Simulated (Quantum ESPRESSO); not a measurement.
Here is a Quantum ESPRESSO 7.5 calculation.

File scf.in:

```
&CONTROL
  calculation = 'scf'
  prefix = 'pwscf'
  outdir = './tmp'
  pseudo_dir = './pseudo'
/
&SYSTEM
  ibrav = 0
  nat = 2
  ntyp = 2
  ecutwfc = 56
  nbnd = 32
  occupations = 'smearing'
  smearing = 'fd'
  degauss = 0.00367493
  noncolin = .true.
  lspinorb = .true.
  force_symmorphic = .true.
/
&ELECTRONS
  conv_thr = 4d-10
  electron_maxstep = 120
  mixing_beta = 0.5
/
ATOMIC_SPECIES
Pb   207.2000 Pb.upf
S     32.0600 S.upf
CELL_PARAMETERS angstrom
   0.0000000000    2.9657500000    2.9657500000
   2.9657500000    0.0000000000    2.9657500000
   2.9657500000    2.9657500000    0.0000000000
ATOMIC_POSITIONS angstrom
Pb     0.0000000000    0.0000000000    0.0000000000
S      2.9657500000    2.9657500000    2.9657500000
K_POINTS automatic
12 12 12 0 0 0
```

Contents of nscf.in:

```
&CONTROL
  calculation = 'nscf'
  prefix = 'pwscf'
  outdir = './tmp'
  pseudo_dir = './pseudo'
/
&SYSTEM
  ibrav = 0
  nat = 2
  ntyp = 2
  ecutwfc = 56
  nbnd = 60
  occupations = 'smearing'
  smearing = 'fd'
  degauss = 0.00367493
  noncolin = .true.
  lspinorb = .true.
  force_symmorphic = .true.
/
&ELECTRONS
  conv_thr = 1d-08
  diago_full_acc = .true.
  diago_thr_init = 1d-06
/
ATOMIC_SPECIES
Pb   207.2000 Pb.upf
S     32.0600 S.upf
CELL_PARAMETERS angstrom
   0.0000000000    2.9657500000    2.9657500000
   2.9657500000    0.0000000000    2.9657500000
   2.9657500000    2.9657500000    0.0000000000
ATOMIC_POSITIONS angstrom
Pb     0.0000000000    0.0000000000    0.0000000000
S      2.9657500000    2.9657500000    2.9657500000
K_POINTS automatic
12 12 12 0 0 0
```

Potentials or basis: PseudoDojo 0.4 FR PBE standard.

Launch:

```bash
$ OMP_NUM_THREADS=1 pw.x -in scf.in > scf.out
$ OMP_NUM_THREADS=1 pw.x -in nscf.in > nscf.out
```

(1) Estimate the band gap on the k mesh, mean-field level.

## Answers

(1) 0.08 eV, direct.
